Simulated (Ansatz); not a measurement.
Runs of Ansatz 0.2.0 on MnAs. The structure is hexagonal, space group P6_3/mmc (No. 194). Conventional cell: a = 3.710 Å, b = 3.710 Å, c = 5.691 Å, α = 90.00°, β = 90.00°, γ = 120.00°. Around As (site symmetry -6m2) lie 6 Mn at 2.57 Å. Around Mn (site symmetry -3m) lie 6 As at 2.57 Å and 2 Mn at 2.85 Å. 

| task | level | spin | cell | k mesh | points for each segment of the path | gap on the mesh (eV) | pressure (GPa) | moment (μB) | relaxed volume (Å³/atom) |
| --- | --- | --- | --- | --- | --- | --- | --- | --- | --- |
| band structure | PBEsol | non-collinear, ferromagnetic start, SOC | as given | 6 × 6 × 4 | 14 | none | -8.9 | 6.20 | - |
| band structure | revPBE | collinear, ferromagnetic start | as given | 8 × 8 × 5 | 14 | none | -0.9 | 6.36 | - |
| band structure | BLYP | collinear, ferromagnetic start | as given | 8 × 8 × 5 | 14 | none | 1.6 | 6.06 | - |
| relaxation of cell and atoms | PBEsol+D4 | collinear, ferromagnetic start | relaxed | 8 × 8 × 5 | - | none | 0.0 | (b) | 14.34 |
| relaxation of cell and atoms | revPBE | collinear, ferromagnetic start | relaxed | 8 × 8 × 5 | - | none | 0.0 | 6.27 | (c) |
| relaxation of cell and atoms | PBEsol+D3(BJ) | collinear, ferromagnetic start | relaxed | 8 × 8 × 5 | - | - | 0.0 | 4.41 | 14.12 |
| relaxation of cell and atoms | RPBE | collinear, ferromagnetic start | relaxed | 8 × 8 × 5 | - | none | 0.0 | 6.36 | 16.97 |
| band structure | RPBE | collinear, ferromagnetic start | as given | 8 × 8 × 5 | 14 | none | 0.1 | (a) | - |

Alike in all rows: potentials or basis Ansatz PAW; cutoff (eV) 420; smearing fermi-dirac 0.05 eV.

**Question.** Estimate the missing entries.

**Answer.** (a) 6.39; (b) 4.56; (c) 16.76.

Caveats: the PAW data sets come from PBE, with cores solved anew for the run's functional, which leaves a small shift of forces and pressure; the plane-wave basis is chosen anew once the cell has moved, so the energies of steps on either side of that aren't comparable (some runs); the volume moved by over 15 % at a fixed basis, so the end points are rough (some runs); the thresholds are loose for stress (some runs); the volume moved by -15 % from the deposited cell, more than functionals usually miss (some runs); pairwise dispersion overbinds metals, which lowers pressure and volume (some runs); the volume moved by -17 % from the deposited cell, more than functionals usually miss (some runs).

A k mesh can miss the band edges, and rows without SOC leave out spin-orbit coupling on As.

A gap of «none» marks a metal or a gap under the smearing width.

Runs at the PBE level aren't shown here.
